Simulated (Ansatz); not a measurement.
**Mo: random displacements**

Theory: DFT PBEsol, scalar-relativistic, plane waves, PAW in Ansatz 0.2.0. Settings: plane waves to 420 eV, k-mesh 12×12×12 (Γ-centred), Gaussian smearing 0.15 eV. No spin polarisation. Energies are free energies at this smearing, counted from the undisturbed cell; pressure is positive in compression.

The starting cell (as given, not relaxed at this level):

```
Mo
1.0
    -3.14200   -3.14200    3.14200
    -3.14200    3.14200   -3.14200
     3.14200   -3.14200   -3.14200
Mo
8
Direct
  0.50000 0.50000 0.50000
  0.00000 0.50000 0.50000
  0.50000 0.00000 0.50000
  0.00000 0.00000 0.50000
  0.50000 0.50000 0.00000
  0.00000 0.50000 0.00000
  0.50000 0.00000 0.00000
  0.00000 0.00000 0.00000
```

The atoms are displaced (Å, in the unstrained cell):

```tsv
atom	ux	uy	uz
Mo1	-0.187	0.059	0.225
Mo2	0.023	-0.055	0.188
Mo3	0.111	-0.064	0.146
Mo4	-0.202	0.144	-0.179
Mo5	-0.099	-0.055	-0.078
Mo6	0.051	-0.115	0.041
Mo7	0.303	0.151	-0.189
Mo8	-0.001	-0.065	-0.155
```

Strain (Voigt, engineering shear): (0.0024, 0.0087, -0.0023, -0.0006, 0.0043, 0.0045).

Question: What are the energy change, the stress and the forces?

Answer: ΔE = 383.6 meV/atom; stress (xx, yy, zz, yz, xz, xy; compression positive) (5.26, 2.36, 14.51, -2.08, 0.87, -2.23) GPa.
| atom | Fx (eV/Å) | Fy | Fz |
| --- | --- | --- | --- |
| Mo1 | 0.89 | -1.75 | -2.78 |
| Mo2 | -1.30 | 1.40 | -3.75 |
| Mo3 | -0.45 | -0.06 | -2.75 |
| Mo4 | 2.60 | -2.97 | 2.52 |
| Mo5 | -0.12 | 0.59 | 2.22 |
| Mo6 | 0.21 | 2.05 | -0.75 |
| Mo7 | -2.69 | -0.81 | 2.74 |
| Mo8 | 0.86 | 1.55 | 2.55 |

Cost: 1 run of about 3.9 core-minutes, on Intel Xeon 6975P-C (Granite Rapids) (shared hosts).